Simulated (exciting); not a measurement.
# Ga (P2_1/m) in exciting: reference runs

Reference runs on Ga: the cell as given.

Everything below comes from runs of exciting (release sodium). Logs are shortened: lines on timing, memory, paths and dates and some standing lists are left out, and cuts for length are marked.

## 1. Starting point

The structure is monoclinic, space group P2_1/m (No. 11). Conventional cell: a = 2.778 Å, b = 3.282 Å, c = 4.210 Å, α = 90.00°, β = 108.61°, γ = 90.00°. Ga (site symmetry m) has 8 Ga at 2.71 to 2.84 Å as nearest neighbours.

This isn't the form of Ga at room conditions, which is orthorhombic.

## 2. Single point, PBEsol

The input, input.xml:

```xml
<input>
  <title>Ga</title>
  <structure speciespath="./" tshift="false">
    <crystal scale="1">
      <basevect>5.250456799073 0.000000000000 0.000000000000</basevect>
      <basevect>0.000000000000 6.201341861265 0.000000000000</basevect>
      <basevect>-2.538716843659 0.000000000000 7.540523465648</basevect>
    </crystal>
    <species speciesfile="Ga.xml" rmt="2">
      <atom coord="0.134596270000 0.750000000000 0.770166830000"/>
      <atom coord="0.865403730000 0.250000000000 0.229833170000"/>
    </species>
  </structure>
  <groundstate do="fromscratch" ngridk="10 8 7" rgkmax="9" gmaxvr="14" lmaxapw="10" lmaxmat="10" lmaxvr="8" xctype="GGA_PBE_SOL" stype="Fermi Dirac" swidth="0.00183747" nempty="10" ValenceRelativity="iora*" epsengy="1e-05" epspot="1e-05" maxscl="60" tforce="true" outputlevel="normal"/>
</input>
```

Potentials or basis: all-electron LAPW+lo, shipped species files, valence relativity iora*.

The run is started by

```bash
OMP_NUM_THREADS=1 exciting_smp
```

INFO.OUT:

```text
================================================================================
EXCITING SODIUM started
[... 10 lines left out ...]

 Lattice vectors (cartesian) :
      5.2504567991      0.0000000000      0.0000000000
      0.0000000000      6.2013418613      0.0000000000
     -2.5387168437      0.0000000000      7.5405234656

 Reciprocal lattice vectors (cartesian) :
      1.1966930779     -0.0000000000      0.4028984045
      0.0000000000      1.0131976994     -0.0000000000
      0.0000000000      0.0000000000      0.8332558523

 Unit cell volume                           :     245.5185206204
 Brillouin zone volume                      :       1.0103116165

 Species :    1 (Ga)
     parameters loaded from                 :    Ga.xml
     name                                   :    gallium
     nuclear charge                         :     -31.00000000
     electronic charge                      :      31.00000000
     atomic mass                            :  127097.25380000
     muffin-tin radius                      :       2.00000000
     # of radial points in muffin-tin       :     350

     atomic positions (lattice) :
       1 :   0.13459627  0.75000000  0.77016683
       2 :   0.86540373  0.25000000  0.22983317

 Total number of atoms per unit cell        :       2

 Spin treatment                             :    spin-unpolarised

 Number of Bravais lattice symmetries       :       4
 Number of crystal symmetries               :       2

 k-point grid                               :      10    8    7
 Total number of k-points                   :     282
 k-point set is reduced with crystal symmetries

 R^MT_min * |G+k|_max (rgkmax)              :       9.00000000
 Species with R^MT_min                      :       1 (Ga)
 Maximum |G+k| for APW functions            :       4.50000000
 Maximum |G| for potential and density      :      14.00000000

 G-vector grid sizes                        :      24    30    36
 Total number of G-vectors                  :   11371

 Maximum angular momentum used for
     APW functions                          :      10
     computing H and O matrix elements      :      10
     potential and density                  :       8
     inner part of muffin-tin               :       2

 Total nuclear charge                       :     -62.00000000
 Total electronic charge                    :      62.00000000
 Total core charge                          :      36.00000000
 Total valence charge                       :      26.00000000

 Number of empty states                     :      10
 Total number of valence states             :      24

 Maximum Hamiltonian size                   :     418
 Maximum number of plane-waves              :     390
 Total number of local-orbitals             :      28

 Exchange-correlation type                  :      22
     PBEsol, Phys. Rev. Lett. 100, 136406 (2008)
     Generalised gradient approximation (GGA)

[... 20 lines left out ...]
+ SCF iteration number :    1                                                  +
++++++++++++++++++++++++++++++++++++++++++++++++++++++++++++++++++++++++++++++++
 Total energy                               :     -3880.32023328
 _______________________________________________________________
 Fermi energy                               :         0.25641741
 Kinetic energy                             :      3964.87802864
 Coulomb energy                             :     -7696.95534598
 Exchange energy                            :      -144.80177191
 Correlation energy                         :        -3.44114403

 DOS at Fermi energy (states/Ha/cell)       :        13.98766486

 Electron charges :
     core                                   :        36.00000000
     core leakage                           :         0.01242190
     valence                                :        26.00000000
     interstitial                           :         4.48275266
     charge in muffin-tin spheres :
                  atom     1    Ga          :        28.75862367
                  atom     2    Ga          :        28.75862367
     total charge in muffin-tins            :        57.51724734
     total charge                           :        62.00000000

++++++++++++++++++++++++++++++++++++++++++++++++++++++++++++++++++++++++++++++++
+ SCF iteration number :    2                                                  +
++++++++++++++++++++++++++++++++++++++++++++++++++++++++++++++++++++++++++++++++
 Total energy                               :     -3883.49723207
 _______________________________________________________________
 Fermi energy                               :         0.25241458
 Kinetic energy                             :      3963.34601894
 Coulomb energy                             :     -7698.48779927
 Exchange energy                            :      -144.91306224
 Correlation energy                         :        -3.44238950

 DOS at Fermi energy (states/Ha/cell)       :        13.78449079

 Electron charges :
     core                                   :        36.00000000
     core leakage                           :         0.01222698
     valence                                :        26.00000000
     interstitial                           :         4.45330311
     charge in muffin-tin spheres :
                  atom     1    Ga          :        28.77334845
                  atom     2    Ga          :        28.77334845
     total charge in muffin-tins            :        57.54669689
     total charge                           :        62.00000000

 RMS change in effective potential (target) :  0.365034E-01  ( 0.100000E-04)
 Absolute change in total energy   (target) :   3.17700      ( 0.100000E-04)
 Charge distance                   (target) :  0.196526E-02  ( 0.100000E-04)
 Abs. change in max-nonIBS-force   (target) :  0.772001E-01  ( 0.500000E-04)

++++++++++++++++++++++++++++++++++++++++++++++++++++++++++++++++++++++++++++++++
+ SCF iteration number :    3                                                  +
++++++++++++++++++++++++++++++++++++++++++++++++++++++++++++++++++++++++++++++++
 Total energy                               :     -3884.59119320
 _______________________________________________________________
 Fermi energy                               :         0.24967265
 Kinetic energy                             :      3962.67432856
 Coulomb energy                             :     -7698.87596996
 Exchange energy                            :      -144.94678996
 Correlation energy                         :        -3.44276184

 DOS at Fermi energy (states/Ha/cell)       :        13.70462545

 Electron charges :
     core                                   :        36.00000000
     core leakage                           :         0.01215434
     valence                                :        26.00000000
     interstitial                           :         4.44090724
     charge in muffin-tin spheres :
                  atom     1    Ga          :        28.77954638
                  atom     2    Ga          :        28.77954638
     total charge in muffin-tins            :        57.55909276
     total charge                           :        62.00000000
[... 222 lines left out ...]
 Electron charges :
     core                                   :        36.00000000
     core leakage                           :         0.01209052
     valence                                :        26.00000000
     interstitial                           :         4.42804777
     charge in muffin-tin spheres :
                  atom     1    Ga          :        28.78597612
                  atom     2    Ga          :        28.78597612
     total charge in muffin-tins            :        57.57195223
     total charge                           :        62.00000000

 RMS change in effective potential (target) :  0.107580E-07  ( 0.100000E-04)
 Absolute change in total energy   (target) :  0.138928E-05  ( 0.100000E-04)
 Charge distance                   (target) :  0.319930E-08  ( 0.100000E-04)
 Abs. change in max-nonIBS-force   (target) :  0.109525E-06  ( 0.500000E-04)

++++++++++++++++++++++++++++++++++++++++++++++++++++++++++++++++++++++++++++++++
+ SCF iteration number :   12                                                  +
++++++++++++++++++++++++++++++++++++++++++++++++++++++++++++++++++++++++++++++++
 Total energy                               :     -3885.32134976
 _______________________________________________________________
 Fermi energy                               :         0.24309867
 Kinetic energy                             :      3961.81912102
 Coulomb energy                             :     -7698.74330876
 Exchange energy                            :      -144.95433451
 Correlation energy                         :        -3.44282751

 DOS at Fermi energy (states/Ha/cell)       :        13.60310389

 Electron charges :
     core                                   :        36.00000000
     core leakage                           :         0.01209052
     valence                                :        26.00000000
     interstitial                           :         4.42804779
     charge in muffin-tin spheres :
                  atom     1    Ga          :        28.78597611
                  atom     2    Ga          :        28.78597611
     total charge in muffin-tins            :        57.57195221
     total charge                           :        62.00000000

 RMS change in effective potential (target) :  0.395177E-08  ( 0.100000E-04)
 Absolute change in total energy   (target) :  0.204749E-05  ( 0.100000E-04)
 Charge distance                   (target) :  0.178991E-08  ( 0.100000E-04)
 Abs. change in max-nonIBS-force   (target) :  0.172818E-08  ( 0.500000E-04)

++++++++++++++++++++++++++++++++++++++++++++++++++++++++++++++++++++++++++++++++
| Convergency criteria checked for the last 2 iterations                       +
| Convergence targets achieved. Performing final SCF iteration                 +
++++++++++++++++++++++++++++++++++++++++++++++++++++++++++++++++++++++++++++++++
 Total energy                               :     -3885.32135123
 _______________________________________________________________
 Fermi energy                               :         0.24309867
 Kinetic energy                             :      3961.81912062
 Coulomb energy                             :     -7698.74330974
 Exchange energy                            :      -144.95433459
 Correlation energy                         :        -3.44282751

 DOS at Fermi energy (states/Ha/cell)       :        13.60310275

 Electron charges :
     core                                   :        36.00000000
     core leakage                           :         0.01209052
     valence                                :        26.00000000
     interstitial                           :         4.42804778
     charge in muffin-tin spheres :
                  atom     1    Ga          :        28.78597611
                  atom     2    Ga          :        28.78597611
     total charge in muffin-tins            :        57.57195222
     total charge                           :        62.00000000

++++++++++++++++++++++++++++++++++++++++++++++++++++++++++++++++++++++++++++++++
+ Self-consistent loop stopped                                                 +
++++++++++++++++++++++++++++++++++++++++++++++++++++++++++++++++++++++++++++++++
 STATE.OUT is written

--------------------------------------------------------------------------------
- Writing atomic positions and forces                                          -
--------------------------------------------------------------------------------

 Atomic positions (lattice) :
 atom     1  Ga  :     0.13459627    0.75000000    0.77016683
 atom     2  Ga  :     0.86540373    0.25000000    0.22983317

 Total atomic forces including IBS (cartesian) :
 atom     1  Ga  :    -0.00014579    0.00000006   -0.00147180
 atom     2  Ga  :     0.00014579   -0.00000006    0.00147180

 Atomic force components including IBS (cartesian) :
 atom     1  Ga  :    -0.01175700    0.00000077   -0.13515584   HF force
                 :     0.00966115   -0.00000058    0.11707832   core correction
                 :     0.00195007   -0.00000014    0.01660573   IBS correction
 atom     2  Ga  :     0.01175700   -0.00000077    0.13515584   HF force
                 :    -0.00966115    0.00000058   -0.11707832   core correction
                 :    -0.00195007    0.00000014   -0.01660573   IBS correction

********************************************************************************
[... 7 lines left out ...]
| EXCITING SODIUM stopped                                                      =
================================================================================
```

Run time: 6.9 min. Hardware: 1 thread of AMD EPYC 7R43 (Zen 3), shared host; peak memory 0.14 GiB.

What came out:

```yaml
Free_energy: -105724.9841 eV
Largest_force: 0.076 eV/Å
Band_gap_on_the_k_mesh: none (metal or under the smearing width)
All_electrons_inside_the_program's_atomic_spheres: Ga 28.79 (radii Ga 2.0 bohr)
```

Forces in eV/Å, atoms in the order of the input:
```
Ga  -0.007  0.000 -0.076
Ga   0.007  0.000  0.076
```

Caveat: the log's total energy holds no entropy term; the free energy is that total less TS from the occupations.
